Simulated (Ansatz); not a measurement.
# CsSnI3: a vibration from a frozen displacement

Theory: DFT PBEsol, scalar-relativistic, plane waves, PAW in Ansatz 0.2.0. Cutoff 420 eV, Γ-centred 6×6×6 k-points, Gaussian smearing of 0.03 eV. Spin–orbit coupling is left out, which matters for the heavy elements here. No spin polarisation. Energies are free energies at this smearing, counted from the undisturbed cell; pressure is positive in compression.

The undisturbed cell (as given, not relaxed at this level; it stands at -0.6 GPa):

```
Cs Sn I
1.0
     6.20570    0.00000    0.00000
     0.00000    6.20570    0.00000
     0.00000    0.00000    6.20570
Cs Sn I
1 1 3
Direct
  0.00000 0.00000 0.00000
  0.50000 0.50000 0.50000
  0.00000 0.50000 0.50000
  0.50000 0.00000 0.50000
  0.50000 0.50000 0.00000
```

Every I atom is moved by x along the Cartesian unit vector (-1.000, 0.000, 0.000); the cell and all other atoms stay fixed. The cell's volume is 238.99 Å³; the moved atoms weigh 380.713 u together and the others 251.615 u. Some rows repeat others by symmetry and weren't run.

```csv
x (Å),ΔE (meV/cell),total force on the moved atoms along the move (eV/Å),pressure (GPa)
-0.5000,323.19,2.3187,0.8773
-0.4375,200.85,1.6243,0.4937
-0.3750,116.92,1.0858,0.1835
-0.2500,29.55,0.3884,-0.2535
-0.1250,3.64,0.0793,-0.4914
0.0000,0.00,0.0000,-0.5661
0.1250,3.64,-0.0793,-0.4914
0.2500,29.55,-0.3884,-0.2535
0.3750,116.92,-1.0858,0.1835
0.4375,200.85,-1.6243,0.4937
0.5000,323.19,-2.3187,0.8773
```

Problem. What frequency belongs to this motion?

Solution. The force constant is k = −dF/dx = 0.634 eV/Å², from the parabola through x = -0.1250, 0 and 0.1250. In every cell the moved atoms swing against the rest, so the mass is μ = m₁m₂/(m₁ + m₂) = 151.493 u, and ν̃ = 521.5 cm⁻¹ × √(|k|/μ) = 34 cm⁻¹. Steps this long are already anharmonic: the energies of the same points give k = 0.466 eV/Å², so the harmonic k is uncertain by that gap or more. The pattern needn't be a normal mode: ν̃² is then a weighted mean of the squared nonzero frequencies at the zone centre of this cell, taken without macroscopic field, so it lies between the lowest and the highest of them.

Problem. How far does the harmonic law reach?

Solution. At x = -0.500 Å, kx²/2 = 79.30 meV against the computed 323.19 meV (+307.6 %): the well stiffens in this direction at large amplitude.

Many cubic perovskites lower their energy by tilts or polar distortions; a scan of this one displacement doesn't rule them out.